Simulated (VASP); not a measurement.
# SiC (Moissanite 3C) (F-43m) in VASP: further runs

Aim: see how the results for SiC (Moissanite 3C) move with the level of theory and the settings. Levels: PBE, PBEsol, r2SCAN. Tasks: relaxation of cell and atoms.

All numbers are computed with VASP 6.6.1; they aren't measurements. Logs are shortened: lines on timing, memory, paths and dates and some standing lists are left out, and cuts for length are marked.

### Step 1. The crystal as given

Symmetry: F-43m, No. 216, cubic system. Conventional cell: a = 4.358 Å, b = 4.358 Å, c = 4.358 Å, α = 90.00°, β = 90.00°, γ = 90.00°. Si (site symmetry -43m) has 4 C at 1.89 Å as nearest neighbours. Around C (site symmetry -43m) lie 4 Si at 1.89 Å.

### Step 2. Relaxation of cell and atoms, PBE

INCAR

```
  ALGO = Normal
  EDIFF = 1E-6
  EDIFFG = -0.01
  ENCUT = 600
  GGA = PE
  IBRION = 2
  ISIF = 3
  ISMEAR = 0
  LASPH = True
  LCHARG = False
  LREAL = False
  LWAVE = False
  NELM = 80
  NSW = 90
  PREC = Accurate
  SIGMA = 0.03
```

KPOINTS

```
k-points
0
Gamma
  10 10 10
```

POSCAR

```
SiC
1.0
    0.0000000000      2.1790000000      2.1790000000
    2.1790000000      0.0000000000      2.1790000000
    2.1790000000      2.1790000000      0.0000000000
Si C
1 1
Direct
    0.0000000000      0.0000000000      0.0000000000
    0.2500000000      0.2500000000      0.2500000000
```

Potentials or basis: VASP PAW PBE potentials, release 64 (Si, C).

Launch:

```sh
$ cat potpaw_PBE.64/Si/POTCAR potpaw_PBE.64/C/POTCAR > POTCAR
$ mpirun -np 1 vasp_std > vasp.out
```

OUTCAR:

```text
EDIFF = 1E-6
   EDIFFG = -0.01
   ENCUT = 600
   GGA = PE
   IBRION = 2
   ISIF = 3
   ISMEAR = 0
   LASPH = True
   LREAL = False
   NELM = 80
   NSW = 90
   PREC = Accurate

 ion  position               nearest neighbor table
   1  0.000  0.000  0.000-   2 1.89   2 1.89   2 1.89   2 1.89
   2  0.250  0.250  0.250-   1 1.89   1 1.89   1 1.89   1 1.89

  LATTYP: Found a face centered cubic cell.
 ALAT       =     4.3580000000

  Lattice vectors:

 A1 = (   0.0000000000,   2.1790000000,   2.1790000000)
 A2 = (   2.1790000000,   0.0000000000,   2.1790000000)
 A3 = (   2.1790000000,   2.1790000000,   0.0000000000)

Analysis of symmetry for initial positions (statically):
=====================================================================
 Subroutine PRICEL returns:
 Original cell was already a primitive cell.

 Routine SETGRP: Setting up the symmetry group for a
 face centered cubic supercell.

 Subroutine GETGRP returns: Found 24 space group operations
 (whereof 24 operations were pure point group operations)
 out of a pool of 48 trial point group operations.

The static configuration has the point symmetry T_d .

Analysis of symmetry for dynamics (positions and initial velocities):
=====================================================================
 Subroutine PRICEL returns:
 Original cell was already a primitive cell.

 Routine SETGRP: Setting up the symmetry group for a
 face centered cubic supercell.

 Subroutine GETGRP returns: Found 24 space group operations
 (whereof 24 operations were pure point group operations)
 out of a pool of 48 trial point group operations.

The dynamic configuration has the point symmetry T_d .

 Subroutine INISYM returns: Found 24 space group operations
 (whereof 24 operations are pure point group operations),
 and found     1 'primitive' translations

----------------------------------------------------------------------------------------

                                     Primitive cell

  volume of cell :      20.6920

  direct lattice vectors                    reciprocal lattice vectors
     0.000000000  2.179000000  2.179000000    -0.229463056  0.229463056  0.229463056
     2.179000000  0.000000000  2.179000000     0.229463056 -0.229463056  0.229463056
     2.179000000  2.179000000  0.000000000     0.229463056  0.229463056 -0.229463056

  length of vectors
     3.081571352  3.081571352  3.081571352     0.397441672  0.397441672  0.397441672

  position of ions in fractional coordinates (direct lattice)
     0.000000000  0.000000000  0.000000000
[... 98 lines left out ...]
     AMIX_MAG =   1.60;   BMIX_MAG =  1.00
  volume/ion in A,a.u.               =      10.35        69.82
  Fermi-wavevector in a.u.,A,eV,Ry     =   1.192626  2.253736 19.352338  1.422357
  Thomas-Fermi vector in A             =   2.328660
   LORBIT       =      0    0 simple, 1 ext, 2 COOP (PROOUT), +10 PAW based schemes
   GGA     = PE    functional components
   LHFCALC =     F    Hartree Fock is set to
   AEXX    =    0.0000 exact exchange contribution
   IVDW    =     0    specifies the selected vdW correction
   LEPSILON=     F    determine dielectric tensor
   LRPA    =     F    only Hartree local field effects (RPA)
 conjugate gradient relaxation of ions
 non-spin polarized calculation
 Gauss-broadening in eV      SIGMA  =   0.03
  energy-cutoff  :      600.00
  volume of cell :       20.69
 maximum number of plane-waves:       701
 NGX is ok and might be reduce to    28
   NGX = 13   NGY = 13   NGZ = 13

--------------------------------------- Ionic step        1  -------------------------------------------

 number of electron       8.0000000 magnetization

 Free energy of the ion-electron system (eV)
  ---------------------------------------------------
  ext. energy  EPLUGINS =         0.00000000
  ---------------------------------------------------
  free energy    TOTEN  =       -15.05911966 eV

  energy without entropy =      -15.05911966  energy(sigma->0) =      -15.05911966

------------------------ aborting loop because EDIFF is reached ----------------------------------------

  FORCE on cell =-STRESS in cart. coord.  units (eV):
  Direction    XX          YY          ZZ          XY          YZ          ZX
  --------------------------------------------------------------------------------------
  -------------------------------------------------------------------------------------
  Total        0.3979537      0.3979537      0.3979537     -0.0000000     -0.0000000      0.0000000
  in kB       30.8135265     30.8135265     30.8135265     -0.0000000     -0.0000000      0.0000000
  external PRESSURE =      30.8135265 kB  Pullay stress =       0.0000000 kB
[... 59 lines left out ...]
--------------------------------------- Ionic step        3  -------------------------------------------

 number of electron       8.0000000 magnetization

 Free energy of the ion-electron system (eV)
  ---------------------------------------------------
  ext. energy  EPLUGINS =         0.00000000
  ---------------------------------------------------
  free energy    TOTEN  =       -15.06188963 eV

  energy without entropy =      -15.06188963  energy(sigma->0) =      -15.06188963

 E-fermi :   8.1066     XC(G=0): -11.2947

 val. band max:        7.9490656320   @ k =   0.0000   0.0000   0.0000
 cond. band min:       9.3195810925   @ k =   0.5000   0.5000   0.0000
 fundamental gap:      1.3705154605
 Fermi energy:         8.1065591941

 k-point     1 :       0.0000    0.0000    0.0000
  band No.  band energies     occupation
      1      -7.3440      2.00000
      2       7.9491      2.00000
      3       7.9491      2.00000
      4       7.9491      2.00000
      5      14.0180      0.00000
      6      15.1601      0.00000
      7      15.1601      0.00000
      8      15.1601      0.00000
[... 243 lines left out ...]
 k-point    24 :       0.4000    0.3000    0.0000
  band No.  band energies     occupation
      1      -4.2402      2.00000
      2       2.3849      2.00000
      3       4.8262      2.00000
      4       5.3467      2.00000
      5      10.8088      0.00000
      6      13.5160      0.00000
      7      19.4206      0.00000
      8      19.7483      0.00000

 [... further k-points ...]

------------------------ aborting loop because EDIFF is reached ----------------------------------------

  FORCE on cell =-STRESS in cart. coord.  units (eV):
  Direction    XX          YY          ZZ          XY          YZ          ZX
  --------------------------------------------------------------------------------------
  -------------------------------------------------------------------------------------
  Total        0.0009349      0.0009349      0.0009349      0.0000000      0.0000000      0.0000000
  in kB        0.0713782      0.0713782      0.0713782      0.0000000      0.0000000      0.0000000
  external PRESSURE =       0.0713782 kB  Pullay stress =       0.0000000 kB
[... 17 lines left out ...]
  FREE ENERGIE OF THE ION-ELECTRON SYSTEM (eV)
  ---------------------------------------------------
  free  energy   TOTEN  =       -15.0618896315 eV

  energy  without entropy=      -15.0618896315  energy(sigma->0) =      -15.06188963

 reached required accuracy - stopping structural energy minimisation
```

OSZICAR:

```text
N       E                     dE             d eps       ncg     rms          rms(c)
DAV:   1     0.762828008106E+01    0.76283E+01   -0.44019E+03   768   0.950E+02
DAV:   2    -0.164794364200E+02   -0.24108E+02   -0.22729E+02  1064   0.115E+02
DAV:   3    -0.169119802272E+02   -0.43254E+00   -0.43254E+00   888   0.194E+01
DAV:   4    -0.169133595032E+02   -0.13793E-02   -0.13793E-02  1160   0.118E+00
[... 19 lines left out ...]
DAV:   1    -0.150631325482E+02   -0.41745E-02   -0.59024E-02   800   0.212E+00    0.267E-01
DAV:   2    -0.150621306458E+02    0.10019E-02   -0.26090E-03   936   0.336E-01    0.131E-01
DAV:   3    -0.150619236328E+02    0.20701E-03   -0.33490E-04   944   0.130E-01    0.346E-02
DAV:   4    -0.150618893850E+02    0.34248E-04   -0.52186E-05   848   0.441E-02    0.163E-02
DAV:   5    -0.150618896315E+02   -0.24654E-06   -0.14463E-06   800   0.982E-03
   3 F= -.15061890E+02 E0= -.15061890E+02  d E =-.276998E-02
```

It took 12 s on 1 thread of Intel Xeon 6975P-C (Granite Rapids), shared host; peak memory 0.15 GiB.

Results:

```
Free energy                            : -15.0619 eV
Relaxed volume                         : 10.49 Å³/atom
Relaxed cell                           : a = 3.096 Å, b = 3.096 Å, c = 3.096 Å, α = 60.00°, β = 60.00°, γ = 60.00°
Space group after relaxing (to 0.05 Å) : F-43m (No. 216)
Energy gained by relaxing              : 1.4 meV/atom
Ionic steps                            : 3
Pressure after relaxing                : 0.0 GPa
Band gap on the k mesh                 : 1.37 eV, indirect (least direct gap 4.53 eV)
```

The path:
```
step  energy change (eV)  largest force (eV/Å)  pressure (GPa)  volume (Å³)
   1              0.0000                0.0000            3.08        20.69
   2              0.0002                0.0000           -3.00        21.29
   3             -0.0028                0.0000            0.01        20.99
```

Final structure:
```
Si C
1.0
     0.00000    2.18924    2.18924
     2.18924    0.00000    2.18924
     2.18924    2.18924    0.00000
Si C
1 1
Direct
  0.00000 0.00000 0.00000
  0.25000 0.25000 0.25000
```

Levels at points of the mesh, in eV from the valence-band top:
| k point | band 1 | band 2 | band 3 | band 4 | band 5 | band 6 | band 7 | band 8 |
| --- | --- | --- | --- | --- | --- | --- | --- | --- |
| (0.00, 0.00, 0.00) | -15.29 | 0.00 | 0.00 | 0.00 | 6.07 | 7.21 | 7.21 | 7.21 |
| (0.50, 0.00, 0.00) | -11.78 | -8.46 | -1.05 | -1.05 | 5.31 | 7.17 | 7.17 | 9.98 |
| (0.50, 0.50, 0.00) | -10.34 | -7.75 | -3.16 | -3.16 | 1.37 | 4.27 | 13.87 | 13.87 |

A k mesh can miss the band edges. PBE usually gives volumes a little too large and moduli too small.

### Step 3. Relaxation of cell and atoms, PBE

This run uses another cell than the first one, of 10.49 Å³/atom, 1.014 times its volume.

Changes to INCAR since step 2:

```diff
@@ -1,4 +1,4 @@
   ALGO = Normal
-  EDIFF = 1E-6
-  EDIFFG = -0.01
+  EDIFF = 1E-7
+  EDIFFG = -0.005
   ENCUT = 600
```

KPOINTS is that of step 2.

POSCAR

```
SiC                                     
1.0
   -0.0000000000      2.1892433624      2.1892433624
    2.1892433624     -0.0000000000      2.1892433624
    2.1892433624      2.1892433624      0.0000000000
  Si              C             
     1     1
Direct
     0.0000000000000000    0.0000000000000000    0.0000000000000000
     0.2500000000000000    0.2500000000000000    0.2500000000000000
```

Potentials or basis: VASP PAW PBE potentials, release 64 (Si, C).

Launch:

```sh
$ cat potpaw_PBE.64/Si/POTCAR potpaw_PBE.64/C/POTCAR > POTCAR
$ mpirun -np 1 vasp_std > vasp.out
```

Wall time 6.3 s (1 thread of Intel Xeon 6975P-C (Granite Rapids), shared host); peak memory 0.15 GiB.

The run converged. Its results:

```
Free energy             : -15.0622 eV
Pressure after relaxing : 0.0 GPa
Band gap on the k mesh  : 1.37 eV, indirect (least direct gap 4.53 eV)
```

Final structure:
```
Si C
1.0
     0.00000    2.18924    2.18924
     2.18924    0.00000    2.18924
     2.18924    2.18924    0.00000
Si C
1 1
Direct
  0.00000 0.00000 0.00000
  0.25000 0.25000 0.25000
```

Levels at points of the mesh, in eV from the valence-band top:
```tsv
k point	band 2	band 3	band 4	band 5	band 6	band 7
(0.00, 0.00, 0.00)	0.00	0.00	0.00	6.07	7.21	7.21
(0.50, 0.00, 0.00)	-8.46	-1.05	-1.05	5.31	7.17	7.17
(0.50, 0.50, 0.00)	-7.75	-3.16	-3.16	1.37	4.27	13.87
```

Caveat: the relaxation stopped at its first step, so nothing moved. A k mesh can miss the band edges.

(Continued in part 2 of 2.)
